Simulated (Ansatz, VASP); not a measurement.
# One calculation of Zn, two programs

```xyz
1
Lattice="0.0000 2.0131 2.0131 2.0131 0.0000 2.0131 2.0131 2.0131 0.0000" Properties=species:S:1:pos:R:3 pbc="T T T"
Zn    0.0000    0.0000    0.0000
```

Alike in both runs: task single point; functional revPBE; k mesh 15 × 15 × 15; occupations fermi-dirac, width 0.1 eV; no spin polarisation.

|  | VASP | Ansatz |
| --- | --- | --- |
| version | VASP 6.6.1 | Ansatz 0.2.0 |
| potentials or method | VASP PAW PBE potentials, release 64 (Zn) | plane waves (420 eV) with PAW, scalar-relativistic |
| plane-wave cutoff (eV) | 520 | 420 |
| valence electrons in the cell | 12 | 12 |

Ansatz gave:

```
pressure (GPa) : -2.2
```

Task: Estimate VASP's values.

Result: Pressure (GPa): -2.0.

With one functional, cell and mesh, what is left measures potentials, basis and numerics.

Caveats: the PAW data sets were made with another functional, which shifts forces and pressure a little (VASP).
